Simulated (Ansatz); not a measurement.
**Hf: how the settings move a single-point run**

Aim: see which settings change the result for Hf, by how much, and at what cost.

Program: Ansatz 0.2.0. Level of theory: reference: DFT, PBE, all-electron LAPW, scalar-relativistic. These are calculated values, not measurements.

2 further runs of the same task are left out: 2 that didn't finish. Runs told in other sessions of the task aren't counted.

## (1) The system as given

Symmetry: P6_3/mmc, No. 194, hexagonal system. Conventional cell: a = 3.181 Å, b = 3.181 Å, c = 5.108 Å, α = 90.00°, β = 90.00°, γ = 120.00°. Hf (site symmetry -6m2) has 12 Hf at 3.15 to 3.18 Å in its first shell of neighbours.

Coordinates:

```xyz
2
Lattice="3.1808 0.0000 0.0000 -1.5904 2.7547 0.0000 0.0000 0.0000 5.1084" Properties=species:S:1:pos:R:3 pbc="T T T"
Hf    0.0000    1.8365    1.2771
Hf    1.5904    0.9182    3.8313
```

## (2) Reference

input.yaml

```yaml
crystal:
  lattice:
    - [3.1808339174, 0.0, 0.0]
    - [-1.5904169587, 2.7546829777, 0.0]
    - [0.0, 0.0, 5.108378]
  atoms:
    - { symbol: Hf, position: [0.3333333333, 0.6666666667, 0.25] }
    - { symbol: Hf, position: [0.6666666667, 0.3333333333, 0.75] }
kpoints:
  mp_grid: { grid: [13, 13, 7] }
scf:
  occupations: { method: fermi_dirac, width: 0.05 }
hamiltonian:
  xc: pbe
  pseudopotentials: { kind: all_electron, lapw: { basis_error: 0.0005 } }
output:
  forces: true
  stress: true
  eigenvalues: true
```

Launch:

```console
$ ansatz run input.yaml --threads 1 --pin off --max-ram 2048MiB --backend cpu --events-out ev --progress --plain --runs-dir out
```

The main lines of its log:

```text
[...]
Basis set: ecut = 227.28904793725883 eV, 325 PW (Γ), exchange–correlation at level 2
[...]
k-points: 84 of 1183
[...]
SCF iter   1: F=—  HF=-820500.723558 eV  |F-HF|=—  |Δ(HF+E_count)|=         —  Δρ=2.32e-2  dr2=2.13e-1  ethr=2.95e-4  ⟨swp⟩=2.5  Hψ=22896  notcnv=0
preconditioner: auto → Kerker (q_TF=auto, 2.953 Å⁻¹)  [metal: Δε(μ)=0.024 eV  Ē_g=17.926 eV  σ=0.050 eV  W_gap=0.12  n_scr=22 (ndim 8)  ℏωp=38.5 eV  f_vac=0.000  D(μ)=1.53/eV (n_scr^D=10)]
SCF iter   2: F=—  HF=-820500.542162 eV  |F-HF|=—  |Δ(HF+E_count)|=   1.81e-1  Δρ=1.44e-2  dr2=9.40e-2  ethr=2.95e-4  ⟨swp⟩=2.0  Hψ=11676  notcnv=0
[...]
SCF iter   8: F=—  HF=-820500.493375 eV  |F-HF|=—  |Δ(HF+E_count)|=   9.63e-7  Δρ=2.79e-5  dr2=4.81e-7  ethr=1.09e-8  ⟨swp⟩=2.0  Hψ=11047  notcnv=0
SCF iter   9: F=-820500.493375 eV  HF=-820500.493375 eV  |F-HF|=1.48e-8  |Δ(HF+E_count)|=   8.36e-8  Δρ=1.08e-5  dr2=5.83e-8  ethr=6.68e-10  ⟨swp⟩=2.0  Hψ=11047  notcnv=0
[...]
SCF converged after 9 iterations
Free energy (F): -820500.493375 eV
[...]
E sigma→0 (E₀):  -820500.486553 eV
[...]
Fermi energy:    20.208094 eV
[...]
  P = ⅓ Tr σ = 0.7582 GPa (7.582 kbar)
[...]
```

It took 39 s on 1 thread of Arm Neoverse V1, shared host; peak memory 0.47 GiB.

## (3) Variant: mp_grid.grid [10, 10, 6]

Edit input.yaml of step 2 so:

```diff
@@ -9,3 +9,3 @@
 kpoints:
-  mp_grid: { grid: [13, 13, 7] }
+  mp_grid: { grid: [10, 10, 6] }
 scf:
```

Launch:

```console
$ ansatz run input.yaml --threads 1 --pin off --max-ram 2048MiB --backend cpu --events-out ev --progress --plain --runs-dir out
```

What it wrote, shortened:

```text
LAPW: plane waves up to 7.724 Å⁻¹, error target 5.0e-4 eV per atom; small_component_spin mean_spin; Hf in spheres of 1.573 Å, 36 of its electrons in bands, Dirac shells []
[...]
Pseudopotentials: kind: all_electron
Pseudopotential: Hf, LAPW, valence charge 36, Koelling and Harmon's equation, gaussian nucleus
Functional definition: PBE
[...]
Crystal: 2 atoms, lattice volume = 44.761 Å³
Basis set: ecut = 227.28904793725883 eV, 325 PW (Γ), exchange–correlation at level 2
Bands: 44, of which v1, the nominal top of the filled ones, is band 36 counted from 1 (35 counted from 0)
Symmetry: 24 space group operations
Space group: P63/mmc (ITA 194), of the structure as read, at distance tolerance 3.6e-5 Å
k-points: 56 of 600
[...]
SCF iter   1: F=—  HF=-820500.720893 eV  |F-HF|=—  |Δ(HF+E_count)|=         —  Δρ=2.32e-2  dr2=2.11e-1  ethr=2.93e-4  ⟨swp⟩=2.6  Hψ=15270  notcnv=0
[...]
the basis was enlarged: its passes take 598.1 KiB over the memory plan, 1 of 1 planned eigensolver slots
[...]
SCF iter   9: F=-820500.491434 eV  HF=-820500.491434 eV  |F-HF|=1.79e-8  |Δ(HF+E_count)|=   8.61e-8  Δρ=1.11e-5  dr2=6.14e-8  ethr=6.89e-10  ⟨swp⟩=2.0  Hψ=7360  notcnv=0
[...]
SCF converged after 9 iterations
Free energy (F): -820500.491434 eV
[...]
E sigma→0 (E₀):  -820500.484196 eV
Entropy (-TS):   -0.014476 eV (-7.238 meV/atom)
Fermi energy:    20.193045 eV
[...]
--- Forces (eV/Å), atoms counted from 1 ---
  atom   1  Hf     0.00000000    -0.00000000     0.00000000
  atom   2  Hf     0.00000000     0.00000000     0.00000000
[...]
--- Stress (GPa, compression-positive) ---
        1.437919      -0.000000       0.000000
       -0.000000       1.437919       0.000000
        0.000000       0.000000      -0.513453
  P = ⅓ Tr σ = 0.7875 GPa (7.875 kbar)
--- Band table (eV; the first three rows and the last of 56) ---
[...]
```

It took 27 s on 1 thread of Arm Neoverse V1, shared host; peak memory 0.39 GiB.

Changing the k-point mesh moves the energy by +1.0 meV/atom. The energy is not variational in the mesh, so the sign tells nothing. Cost: 27 s against 39 s.

## (4) Changed: occupations.method tetrahedron, accuracy medium, width left out

Edit input.yaml of step 2 so:

```diff
@@ -11,3 +11,3 @@
 scf:
-  occupations: { method: fermi_dirac, width: 0.05 }
+  occupations: { method: tetrahedron }
 hamiltonian:
@@ -19 +19,2 @@
   eigenvalues: true
+accuracy: medium
```

Launch:

```console
$ ansatz run input.yaml --threads 1 --pin off --max-ram 2048MiB --backend cpu --events-out ev --progress --plain --runs-dir out
```

What it wrote, shortened:

```text
Warning: output.forces, output.stress, relax.cell or npt_langevin: where a Kohn–Sham band that disperses or a degenerate level is filled in part under the method tetrahedron, the forces or the stress that this run publishes need not agree with its energy (scf.occupations.method in the [...]
LAPW: plane waves up to 7.724 Å⁻¹, error target 5.0e-4 eV per atom; small_component_spin mean_spin; Hf in spheres of 1.573 Å, 36 of its electrons in bands, Dirac shells []
[...]
[... 3 set-up lines as earlier in the session ...]
[...]
davidson cushion auto → on  (no smearing: the cushion is to keep the highest requested band from converging to the state above it; pin scf.eigensolver.cushion to override)
Crystal: 2 atoms, lattice volume = 44.761 Å³
Basis set: ecut = 227.28904793725883 eV, 325 PW (Γ), exchange–correlation at level 2
[...]
the basis was enlarged: its passes take 598.1 KiB over the memory plan, 1 of 1 planned eigensolver slots
[...]
SCF iter   9: F=-820500.487565 eV  HF=-820500.487565 eV  |F-HF|=1.51e-8  |Δ(HF+E_count)|=   8.54e-7  Δρ=1.10e-5  dr2=6.04e-8  ethr=6.89e-10  ⟨swp⟩=2.0  Hψ=11676  notcnv=0
[...]
SCF converged after 9 iterations
Stability not checked: this state was not tested for a lower state beside it, because cold or Methfessel-Paxton smearing, or corrected tetrahedra, fill the levels in a way that the test cannot read (fill_not_monotonic; see scf.lower_state_search)
Free energy (F): -820500.487565 eV
[...]
E sigma→0 (E₀):  -820500.487565 eV
Entropy (-TS):   0.000002 eV (0.001 meV/atom)
Fermi energy:    20.236212 eV
[...]
--- Forces (eV/Å), atoms counted from 1 ---
  atom   1  Hf     0.00000000    -0.00000000     0.00000000
  atom   2  Hf     0.00000000     0.00000000     0.00000000
[...]
--- Stress (GPa, compression-positive) ---
        1.309201       0.000000       0.000000
        0.000000       1.309201       0.000000
        0.000000       0.000000      -0.417689
  P = ⅓ Tr σ = 0.7336 GPa (7.336 kbar)
--- Band table (eV; the first three rows and the last of 84) ---
[...]
```

Run time: 38 s. Hardware: 1 thread of Arm Neoverse V1, shared host; peak memory 0.47 GiB.

Changing the smearing moves the energy by -0.5 meV/atom (σ→0 values).

## (5) Comparison

```
                                                               run     ending        energy change  pressure (GPa)  gap (eV)  force (eV/Å)  cycles  time
                                                         reference  converged                    0             0.8      0.00          0.00       9  39 s
                                       1: mp_grid.grid [10, 10, 6]  converged        +1.0 meV/atom             0.8      0.00          0.00       9  27 s
2: occupations.method tetrahedron, accuracy medium, width left out  converged  -0.5 meV/atom (σ→0)             0.7      0.00          0.00       9  38 s
```

Residual by cycle in the longest SCF loop of each run; runs are numbered as in the table. The quantity is the density residual dr2, in eV.

```
cycle  reference   run 1   run 2
    1      0.213   0.211   0.214
    2      0.094   0.093  0.0942
    3     0.0508  0.0503  0.0509
    4     0.0166  0.0165  0.0167
    5     8.8e-4  8.8e-4  8.8e-4
    6     6.8e-5  6.7e-5  6.8e-5
    7     7.8e-6  7.6e-6  7.8e-6
    8     4.8e-7  5.0e-7  5.0e-7
    9     5.8e-8  6.1e-8  6.0e-8
```

**Reading.** The table holds what each change does; none stands out.
